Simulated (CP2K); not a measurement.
**In under changes of volume**

One of the cells (26.540 Å³/atom); the others are scaled copies at fixed shape and fractional positions:

```
In
1.0
     3.33548    0.00000    0.00000
    -1.66774    2.88861    0.00000
     0.00000    0.00000    5.50914
In
2
Direct
  0.66667 0.33333 0.75000
  0.33333 0.66667 0.25000
```

This isn't the form of In at room conditions, which is tetragonal.

- Program: CP2K 2026.2
- Functional: PBEsol
- Potentials or basis: POTENTIAL_UZH In GTH-PBE-q13; TZVP-MOLOPT-PBE-GTH basis
- Density cutoff: 6123 eV
- k mesh: 9 × 9 × 5
- Occupations: fermi-dirac, width 0.05 eV
- Spin: no spin polarisation

```csv
volume (Å³/atom),energy over the lowest point (meV/atom),pressure (GPa)
24.948,?,?
25.478,0.53,0.7
26.009,0.00,-0.2
26.540,2.37,-1.0
27.071,7.21,-1.7
27.602,14.04,-2.3
28.133,22.52,-2.8
```

Task: What does the run at 24.948 Å³/atom give?

Result: Energy over the lowest point 4.39 meV/atom; pressure 1.8 GPa.

Worked out: A Birch-Murnaghan fit of order 3 (a polynomial in V^(-2/3)) to the other rows has its minimum at 25.83 Å³/atom with B0 = V·E''(V) = 46 GPa (rough, since the energies scatter) at fixed shape and positions, which overstates the stiffness. It gives 4.56 meV/atom at 24.948 Å³/atom, against the run's 4.39, and -dE/dV = 1.8 GPa, against 1.8.

Energies are extrapolated to zero smearing.

Caveats: the potentials were made for another functional, which shifts forces and pressure; the basis of atomic orbitals isn't converged, which shifts pressures, moduli and gaps.
